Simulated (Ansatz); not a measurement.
Band table of TaN (begun as NiAs type, now distorted NiAs)

```
Ta N
1.0
     2.58625    0.00000    0.00000
    -1.29312    2.23976    0.00000
     0.00000    0.00000    5.41952
Ta N
2 2
Direct
  0.00000 0.00000 0.00000
  0.00000 0.00000 0.50000
  0.33333 0.66667 0.25000
  0.66667 0.33333 0.75000
```

The cell comes from a relaxation on PAW files under the same functional, begun from a prototype that needn't be the stable phase.

All numbers are PBE results (scalar-relativistic) from Ansatz 0.2.0, with a Γ-centred 11×11×6 k mesh, Fermi–Dirac smearing of 0.08 eV, no spin polarisation. Methods: LAPW: all electrons, basis error target 1 meV/atom.

This run: volume at 0.72 of the series' base cell.

Spin–orbit coupling is left out, which matters for the heavy atoms.

Path points, in fractions of the reciprocal vectors: Γ (0.000, 0.000, 0.000), M (0.500, 0.000, 0.000), K (0.333, 0.333, 0.000), A (0.000, 0.000, 0.500), L (0.500, 0.000, 0.500), H (0.333, 0.333, 0.500). Levels in eV from the Fermi level; bands 29 to 61, counted from the lowest band of the run. The gap is zero, the pressure 211.9 GPa.

```
# k(1/Å) point b29 b30 b31 b32 b33 b34 b35 b36 b37 b38 b39 b40 b41 b42 b43 b44 b45 b46 b47 b48 b49 b50 b51 b52 b53 b54 b55 b56 b57 b58 b59 b60 b61
0.000 Γ -19.86 -19.44 -19.38 -19.27 -19.27 -19.27 -19.21 -19.21 -19.18 -19.16 -19.16 -19.10 -19.10 -19.07 -19.07 -15.13 -10.90 -6.07 -6.07 -6.07 -3.75 -2.05 -2.05 -0.46 -0.46 0.93 0.93 2.71 6.06 6.06 7.54 7.83 8.53
0.351 - -19.47 -19.42 -19.35 -19.26 -19.25 -19.21 -19.20 -19.19 -19.17 -19.16 -19.11 -19.11 -19.10 -19.09 -19.05 -15.56 -10.01 -6.32 -5.89 -5.46 -5.22 -3.77 -2.84 -0.14 0.42 0.99 2.08 2.99 5.74 6.37 7.85 8.82 8.85
0.701 - -19.42 -19.37 -19.29 -19.23 -19.23 -19.22 -19.21 -19.19 -19.18 -19.17 -19.15 -19.15 -19.13 -19.10 -17.86 -16.39 -8.78 -7.28 -6.60 -6.41 -6.05 -3.96 -3.25 -1.17 1.63 2.88 4.09 4.09 5.06 7.23 7.99 9.83 10.93
1.052 - -19.46 -19.30 -19.26 -19.25 -19.24 -19.23 -19.21 -19.19 -19.17 -19.16 -19.15 -19.15 -19.10 -19.10 -18.03 -15.45 -9.98 -9.72 -6.69 -6.59 -4.88 -4.48 -2.97 -2.58 4.25 4.49 6.38 6.46 6.55 7.37 9.36 11.08 11.47
1.403 M -19.48 -19.28 -19.27 -19.27 -19.26 -19.20 -19.19 -19.17 -19.15 -19.15 -19.14 -19.14 -19.10 -19.08 -18.47 -14.25 -11.53 -10.23 -6.97 -6.02 -5.54 -3.68 -3.61 -2.85 4.05 6.91 7.88 8.01 8.81 8.81 9.11 10.82 11.66
1.605 - -19.47 -19.29 -19.27 -19.26 -19.26 -19.21 -19.19 -19.18 -19.16 -19.15 -19.15 -19.14 -19.11 -19.08 -18.27 -14.44 -11.31 -9.93 -7.58 -5.69 -5.32 -4.10 -3.32 -2.72 3.89 6.36 6.71 7.97 7.99 8.93 9.92 12.05 12.35
1.808 - -19.46 -19.32 -19.27 -19.26 -19.26 -19.24 -19.18 -19.18 -19.18 -19.16 -19.15 -19.14 -19.12 -19.08 -17.77 -14.96 -10.71 -9.16 -8.21 -6.38 -5.08 -4.45 -2.47 -1.93 2.94 4.40 5.90 7.85 8.05 9.42 10.24 11.75 13.14
2.010 - -19.44 -19.36 -19.28 -19.28 -19.24 -19.22 -19.21 -19.18 -19.18 -19.17 -19.14 -19.14 -19.13 -19.08 -17.10 -15.68 -9.85 -8.53 -8.17 -7.53 -6.22 -3.88 -1.16 -0.31 1.50 2.73 4.61 7.62 8.98 10.00 10.31 10.89 13.44
2.212 K -19.40 -19.40 -19.29 -19.28 -19.22 -19.22 -19.20 -19.20 -19.19 -19.16 -19.16 -19.14 -19.13 -19.08 -16.41 -16.41 -9.04 -8.56 -8.56 -7.21 -7.21 -3.70 0.19 0.19 1.50 1.50 3.60 7.49 9.95 9.95 10.29 10.29 13.01
2.617 - -19.45 -19.34 -19.27 -19.26 -19.24 -19.23 -19.22 -19.19 -19.17 -19.16 -19.16 -19.15 -19.13 -19.09 -17.21 -15.83 -9.95 -8.24 -8.05 -6.65 -6.24 -4.19 -1.30 -0.51 0.58 1.34 6.60 7.38 9.18 9.41 9.69 10.55 14.57
3.022 - -19.43 -19.36 -19.26 -19.23 -19.23 -19.23 -19.20 -19.20 -19.19 -19.18 -19.17 -19.14 -19.12 -19.11 -17.22 -16.77 -8.17 -7.62 -7.46 -7.00 -5.14 -4.63 -2.97 -1.12 1.02 2.26 4.26 5.53 6.25 8.46 8.67 8.88 11.65
3.427 - -19.44 -19.42 -19.34 -19.26 -19.24 -19.22 -19.20 -19.19 -19.16 -19.16 -19.12 -19.11 -19.10 -19.10 -18.90 -15.69 -9.73 -6.30 -6.09 -5.57 -5.22 -3.79 -3.38 -0.17 0.72 1.17 2.27 3.03 5.66 6.58 8.11 8.30 9.40
3.832 Γ -19.86 -19.44 -19.38 -19.27 -19.27 -19.27 -19.21 -19.21 -19.18 -19.16 -19.16 -19.10 -19.10 -19.07 -19.07 -15.13 -10.90 -6.07 -6.07 -6.07 -3.75 -2.05 -2.05 -0.46 -0.46 0.93 0.93 2.71 6.06 6.06 7.54 7.83 8.53
3.977 - -19.71 -19.44 -19.37 -19.27 -19.27 -19.27 -19.21 -19.21 -19.18 -19.16 -19.16 -19.10 -19.10 -19.07 -19.07 -15.41 -10.62 -6.23 -5.99 -5.99 -3.58 -2.52 -2.52 0.00 0.00 0.99 0.99 2.29 5.97 5.97 7.67 7.99 8.31
4.122 - -19.45 -19.43 -19.26 -19.26 -19.26 -19.22 -19.22 -19.20 -19.20 -19.15 -19.15 -19.11 -19.11 -19.07 -19.07 -16.09 -9.93 -6.69 -5.74 -5.74 -3.31 -3.31 -3.07 0.75 0.75 1.15 1.15 1.26 5.79 5.79 7.71 7.71 8.03
4.267 - -19.43 -19.42 -19.25 -19.25 -19.25 -19.23 -19.23 -19.21 -19.14 -19.14 -19.12 -19.12 -19.07 -19.07 -18.58 -16.93 -9.07 -7.37 -5.32 -5.32 -4.08 -4.08 -2.27 0.01 1.31 1.31 1.36 1.36 5.80 5.80 6.93 6.93 8.45
4.412 A -19.42 -19.42 -19.24 -19.24 -19.24 -19.24 -19.23 -19.23 -19.13 -19.13 -19.13 -19.13 -19.07 -19.07 -17.79 -17.79 -8.19 -8.19 -4.77 -4.77 -4.77 -4.77 -1.22 -1.22 1.48 1.48 1.48 1.48 6.21 6.21 6.21 6.21 8.70
4.762 - -19.40 -19.40 -19.26 -19.26 -19.23 -19.23 -19.22 -19.22 -19.15 -19.15 -19.14 -19.14 -19.10 -19.10 -17.46 -17.46 -8.20 -8.20 -5.34 -5.34 -4.68 -4.68 -1.07 -1.07 0.75 0.75 1.65 1.65 6.33 6.33 6.89 6.89 10.34
5.113 - -19.37 -19.37 -19.27 -19.27 -19.20 -19.20 -19.20 -19.20 -19.18 -19.18 -19.18 -19.18 -19.12 -19.12 -16.92 -16.92 -8.91 -8.91 -5.37 -5.37 -4.80 -4.80 -2.72 -2.72 1.83 1.83 3.02 3.02 7.65 7.65 8.08 8.08 11.53
5.464 - -19.40 -19.40 -19.25 -19.25 -19.24 -19.24 -19.19 -19.19 -19.17 -19.17 -19.14 -19.14 -19.13 -19.13 -16.74 -16.74 -9.46 -9.46 -6.33 -6.33 -5.17 -5.17 -3.08 -3.08 4.31 4.31 5.64 5.64 8.80 8.80 8.94 8.94 11.15
5.814 L -19.42 -19.42 -19.26 -19.26 -19.25 -19.25 -19.16 -19.16 -19.16 -19.16 -19.13 -19.13 -19.12 -19.12 -16.76 -16.76 -9.50 -9.50 -7.03 -7.03 -5.35 -5.35 -3.00 -3.00 5.92 5.92 7.39 7.39 8.87 8.87 9.51 9.51 11.27
6.017 - -19.42 -19.42 -19.27 -19.27 -19.24 -19.24 -19.17 -19.17 -19.16 -19.16 -19.13 -19.13 -19.12 -19.12 -16.67 -16.67 -9.35 -9.35 -7.28 -7.28 -5.46 -5.46 -2.58 -2.58 5.47 5.47 7.37 7.37 7.53 7.53 10.88 10.88 11.71
6.219 - -19.41 -19.41 -19.27 -19.27 -19.23 -19.23 -19.19 -19.19 -19.16 -19.16 -19.15 -19.15 -19.12 -19.12 -16.45 -16.45 -9.21 -9.21 -7.53 -7.53 -5.60 -5.60 -1.73 -1.73 4.46 4.46 6.35 6.35 7.20 7.20 11.59 11.59 13.36
6.422 - -19.40 -19.40 -19.28 -19.28 -19.22 -19.22 -19.21 -19.21 -19.17 -19.17 -19.16 -19.16 -19.12 -19.12 -16.24 -16.24 -9.53 -9.53 -7.10 -7.10 -5.88 -5.88 -0.81 -0.81 3.69 3.69 5.56 5.56 6.66 6.66 12.22 12.22 14.80
6.624 H -19.39 -19.39 -19.29 -19.29 -19.22 -19.22 -19.20 -19.20 -19.18 -19.18 -19.16 -19.16 -19.12 -19.12 -16.16 -16.16 -9.73 -9.73 -6.49 -6.49 -6.37 -6.37 -0.38 -0.38 3.73 3.73 4.97 4.97 6.38 6.38 12.53 12.53 15.07
7.029 - -19.39 -19.39 -19.26 -19.26 -19.22 -19.22 -19.21 -19.21 -19.19 -19.19 -19.15 -19.15 -19.13 -19.13 -16.38 -16.38 -8.86 -8.86 -7.83 -7.83 -5.22 -5.22 -1.10 -1.10 1.74 1.74 6.70 6.70 7.55 7.55 11.83 11.83 13.79
7.434 - -19.37 -19.37 -19.26 -19.26 -19.21 -19.21 -19.21 -19.21 -19.18 -19.18 -19.16 -19.16 -19.14 -19.14 -16.75 -16.75 -8.56 -8.56 -6.97 -6.97 -4.31 -4.31 -1.59 -1.59 -0.18 -0.18 5.49 5.49 7.03 7.03 9.35 9.35 11.94
7.839 - -19.39 -19.39 -19.26 -19.26 -19.23 -19.23 -19.21 -19.21 -19.16 -19.16 -19.13 -19.13 -19.11 -19.11 -17.37 -17.37 -8.22 -8.22 -5.56 -5.56 -4.58 -4.58 -0.86 -0.86 0.03 0.03 2.16 2.16 6.40 6.40 7.11 7.11 10.67
8.244 A -19.42 -19.42 -19.24 -19.24 -19.24 -19.24 -19.23 -19.23 -19.13 -19.13 -19.13 -19.13 -19.07 -19.07 -17.79 -17.79 -8.19 -8.19 -4.77 -4.77 -4.77 -4.77 -1.22 -1.22 1.48 1.48 1.48 1.48 6.21 6.21 6.21 6.21 8.70
```
